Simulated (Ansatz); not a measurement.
Structures of SnSe₂: which is lowest?

Plane-wave DFT in Ansatz with scalar-relativistic PAW potentials, cutoff 500 eV, Γ-centred meshes chosen by cell and gap, Gaussian smearing with energies taken to zero width. Every cell was relaxed (cell and atoms) in a run of its own, within the symmetry of its start. Functional: r2SCAN.

Relaxed structures (starts from databases or built by putting these elements on another compound's sites):
A. P4_2/mnm, 6 atoms in the computed cell, a = 6.479 Å, c = 3.976 Å; sites (symmetry × multiplicity) Sn m.mm × 2, Se m.2m × 4; start: built
B. Imma, 12 atoms in the computed cell, a = 7.711 Å, b = 12.678 Å, c = 13.669 Å; sites (symmetry × multiplicity) Sn m.. × 8, Se .2. × 8 + 2/m.. × 4 + mm2 × 4; start: built
C. Imma, 12 atoms in the computed cell, a = 7.960 Å, b = 9.065 Å, c = 9.193 Å; sites (symmetry × multiplicity) Sn .2/m. × 4 + mm2 × 4, Se .m. × 8 + m.. × 8; start: built
D. P-3m1, 3 atoms in the computed cell, a = 3.841 Å, c = 6.525 Å; sites (symmetry × multiplicity) Sn -3m. × 1, Se 3m. × 2; start: database

Q: Rank them by energy. Could pressure change the order?

A:
```tsv
structure	group	E − E(lowest) (meV/atom)	V (Å³/atom)	gap on mesh (eV)
D	P-3m1	0.0	27.78	1.04
C	Imma	208	27.64	0.02
A	P4_2/mnm	210	27.81	0.00
B	Imma	398	55.68	0.00
```

D is lowest, 208 meV/atom under C. The two lowest differ in volume by under 3 %, too little for a first-order estimate of what pressure does to that pair (other pairs aren't weighed here); with rigid cells even 3 % in favour of the higher one would need about 40 GPa. Other structures may lie lower than all of these, and vibrations aren't counted.